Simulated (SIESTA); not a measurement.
Crystal: Rh.

```
Rh
1.0
     0.00000    1.89785    1.89785
     1.89785    0.00000    1.89785
     1.89785    1.89785    0.00000
Rh
1
Direct
  0.00000 0.00000 0.00000
```

Base run:

- Program: SIESTA 5.4.2
- Functional: PBE
- Potentials or basis: PseudoDojo 0.4 standard (PBE files)
- Basis: TZDP (energy shift 0.003 Ry; two zetas on semicore shells)
- Grid cutoff: 800 Ry
- Energy shift: 0.003 Ry
- k mesh: 12 × 12 × 12
- Occupations: fermi-dirac, width 0.05 eV
- Spin: no spin polarisation

Its results: band gap on the k mesh none (metal or under the smearing width); pressure 11.9 GPa.

The run is repeated on the same cell with these changes: basis from TZDP (energy shift 0.003 Ry; two zetas on semicore shells) to DZ (energy shift 0.003 Ry; two zetas on semicore shells). What comes out?

Band gap on the k mesh none (metal or under the smearing width); pressure 8.2 GPa.

Caveats: the basis of atomic orbitals isn't converged, which shifts pressures, moduli and gaps; the basis has no polarisation orbitals (some runs).
